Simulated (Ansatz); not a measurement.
Take InN in the wurtzite structure (space group P6_3mc, No. 186) as the base.

```yaml
crystal:
  lattice:
    - [3.54750, 0.00000, 0.00000]
    - [-1.77375, 3.07222, 0.00000]
    - [0.00000, 0.00000, 5.72256]
  atoms:
    - { symbol: In, position: [0.66667, 0.33333, 0.00226] }
    - { symbol: In, position: [0.33333, 0.66667, 0.50226] }
    - { symbol: N, position: [0.66667, 0.33333, 0.62294] }
    - { symbol: N, position: [0.33333, 0.66667, 0.12294] }
```

Cartesian axes are those of the cell as printed.

Method: r2SCAN (Ansatz, an electronic-structure program; PAW; 500 eV plane waves; no SOC).

Strains are applied to the cell and any free atomic positions relax; under biaxial strain the out-of-plane vector relaxes too.

One change was made to it. Results:

The pressure (mean of the normal stresses, compression positive) goes from zero to -6.6 GPa; the volume per atom grows by 0.764 Å³ to 16.36 Å³.

Task: Which change produced these results?
(A) biaxial strain +3.26 %, plane normal [001], relaxed out of plane
(B) isotropic strain −0.93 %
(C) biaxial strain +4.45 %, plane normal [001], relaxed out of plane
(D) biaxial strain −1.51 %, plane normal [001], relaxed out of plane
(E) uniaxial strain ε_yy = −3.41 %

Result: C, biaxial strain +4.45 %, plane normal [001], relaxed out of plane. For comparison, the pressure in the other runs: uniaxial strain ε_yy = −3.41 % gives 5.2 GPa; isotropic strain −0.93 % gives 4.19 GPa; biaxial strain −1.51 %, plane normal [001], relaxed out of plane gives 2.8 GPa; biaxial strain +3.26 %, plane normal [001], relaxed out of plane gives -5.0 GPa.

No phonon test of stability was made. The final runs are not spin-polarised. Gaps under 0.05 eV, about the width of the smearing, are given as zero.
